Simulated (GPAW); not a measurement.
The system is Te2Mo.

```
Te Mo
1.0
     3.51820    0.00000    0.00000
    -1.75910    3.04685    0.00000
     0.00000    0.00000   13.97360
Te Mo
4 2
Direct
  0.66667 0.33333 0.37900
  0.33333 0.66667 0.87900
  0.66667 0.33333 0.12100
  0.33333 0.66667 0.62100
  0.66667 0.33333 0.75000
  0.33333 0.66667 0.25000
```

```yaml
Program: GPAW 26.7.0
Task: relaxation of cell and atoms
Functional: TPSS
Dispersion: D3
Potentials_or_basis: GPAW PAW data sets (gpaw-data 1.2.1)
Cutoff: 600 eV
Basis: pw
k_mesh: 5 × 5 × 2
Occupations: fermi-dirac, width 0.05 eV
Spin: no spin polarisation
```

At the start: pressure -2.3 GPa; volume 24.96 Å³/atom.

**Question.** How do energy, volume and symmetry change on relaxing?

**Answer.** Over 11 steps the energy falls by 12.3 meV/atom and the volume is 23.39 Å³/atom (-6.3 %); space group P6_3/mmc (No. 194, to 0.05 Å).

The path:
| step | energy change (eV) | largest force (eV/Å) | pressure (GPa) | volume (Å³) |
| --- | --- | --- | --- | --- |
| 1 | 0.0000 | 0.0432 | -2.26 | 149.79 |
| 2 | -0.0055 | 0.0658 | -2.07 | 149.41 |
| 3 | -0.0447 | 0.3071 | 0.50 | 144.23 |
| 4 | -0.0497 | 0.2631 | 0.47 | 143.77 |
| 5 | -0.0606 | 0.0214 | -0.09 | 142.42 |
| 6 | -0.0611 | 0.0085 | -0.15 | 142.40 |
| 7 | -0.0670 | 0.1005 | -0.59 | 141.72 |
| 8 | -0.0709 | 0.1166 | -0.61 | 141.11 |
| 9 | -0.0736 | 0.0614 | -0.30 | 140.47 |
| 10 | -0.0741 | 0.0107 | -0.06 | 140.37 |
| 11 | -0.0741 | 0.0003 | 0.00 | 140.34 |

Final structure:
```
Te Mo
1.0
     3.46083    0.00000    0.00000
    -1.73042    2.99717    0.00000
     0.00000    0.00000   13.52964
Te Mo
4 2
Direct
  0.66667 0.33333 0.38446
  0.33333 0.66667 0.88446
  0.66667 0.33333 0.11554
  0.33333 0.66667 0.61554
  0.66667 0.33333 0.75000
  0.33333 0.66667 0.25000
```

Caveat: the k mesh is coarse; later steps reuse the first step's grids; the PAW data sets were made with another functional, which shifts forces and pressure a little.
